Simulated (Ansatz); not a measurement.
One change: `O=Cc1ccccc1` becomes `[CH3][In]([F])[c]1ccccc1`.

Ansatz, PBE0-D4/def2-TZVP geometries, multiplicity 1. Each molecule was computed in one conformer, which needn't be the lowest.

Elements past krypton have def2 core potentials.

```csv
property,`O=Cc1ccccc1`
size of the dipole moment (PBE/def2-TZVPP) / D,3.29
HOMO–LUMO gap (PBE/def2-TZVPP) / eV,3.08
LUMO energy (B3LYP/def2-TZVPP) / eV,-2.07
HOMO energy (B3LYP/def2-TZVPP) / eV,-7.27
LUMO energy (ωB97M-V/def2-TZVPP) / eV,0.19
HOMO energy (ωB97M-V/def2-TZVPP) / eV,-9.79
```

Problem. Give the same properties after the change, and the shifts. (An estimate is asked.)

Solution. The calculation gave: 
```
                                      property  `[CH3][In]([F])[c]1ccccc1`  shift
size of the dipole moment (PBE/def2-TZVPP) / D                        3.41   0.12
           HOMO–LUMO gap (PBE/def2-TZVPP) / eV                        4.36   1.28
           LUMO energy (B3LYP/def2-TZVPP) / eV                       -1.62   0.45
           HOMO energy (B3LYP/def2-TZVPP) / eV                       -7.24   0.03
         LUMO energy (ωB97M-V/def2-TZVPP) / eV                        0.19   0.00
         HOMO energy (ωB97M-V/def2-TZVPP) / eV                       -9.54   0.25
```

With PBE0 the HOMO rises by 0.06 eV and the LUMO rises by 0.50 eV, so the gap widens by about 0.44 eV. PBE moves the HOMO by -0.61 eV and ωB97M-V by 0.25 eV. Dipoles are sizes alone; their direction can turn.

B3LYP here is the variant with VWN-RPA as its local correlation; programs differ in this.

Positive LUMOs are unbound, so they and the gaps depend on the basis.
